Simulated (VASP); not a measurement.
## CdSe in VASP 6.6.1, single-point calculation

INCAR

```
EDIFF = 0.001
PREC = Accurate
SIGMA = 0.1
NSW = 0
LWAVE = .FALSE.
ISIF = 2
NBANDS = 16
ENCUT = 600
LREAL = .FALSE.
LASPH = .TRUE.
ISMEAR = -1
IBRION = -1
GGA = PE
NELM = 66
LCHARG = .FALSE.
```

KPOINTS

```
KPOINTS created by Atomic Simulation Environment
0
Gamma
8 8 8
0 0 0
```

POSCAR

```
Cd Se
 1.0000000000000000
     0.0000000000000000    3.0677809641852400    3.0677809641852400
     3.0677809641852400    0.0000000000000000    3.0677809641852400
     3.0677809641852400    3.0677809641852400    0.0000000000000000
 Cd  Se
   1   1
Cartesian
  0.0000000000000000  0.0000000000000000  0.0000000000000000
  1.5338904820926200  1.5338904820926200  1.5338904820926200
```

The recommended PBE PAW datasets give the neutral cell 18 valence electrons.

Command

```
mpirun -np 1 vasp_std
```

Question: Predict the outcome of this run.

Answer: It converged. Results: gap between bands v and c on the k mesh 0.55 eV; least direct gap on the k mesh 0.55 eV; pressure 1.9 GPa. Band v is the last that the valence electrons fill when counted band by band, and c is the next.

OSZICAR

```
N       E                     dE             d eps       ncg     rms          rms(c)
DAV:   1     0.114734337729E+03    0.11473E+03   -0.93709E+03   936   0.112E+03
DAV:   2    -0.135891048504E+01   -0.11609E+03   -0.10948E+03  1120   0.260E+02
DAV:   3    -0.584784528279E+01   -0.44889E+01   -0.44814E+01  1120   0.524E+01
DAV:   4    -0.586768940597E+01   -0.19844E-01   -0.19843E-01  1232   0.354E+00
DAV:   5    -0.586781708933E+01   -0.12768E-03   -0.12768E-03  1088   0.246E-01    0.588E+00
DAV:   6    -0.550896416542E+01    0.35885E+00   -0.54842E-01  1376   0.871E+00    0.469E+00
DAV:   7    -0.548767430061E+01    0.21290E-01   -0.14098E-01  1080   0.249E+00    0.204E+00
DAV:   8    -0.548858950705E+01   -0.91521E-03   -0.13113E-02  1096   0.139E+00    0.245E-01
DAV:   9    -0.548877424746E+01   -0.18474E-03   -0.13762E-03   824   0.478E-01
   1 F= -.54887742E+01 E0= -.54884323E+01  d E =-.683867E-03
```

For comparison, a separate PBE run of the intended cell, on usual settings and not on those above, gives a gap of 0.55 eV on its mesh and a pressure of 1.7 GPa.
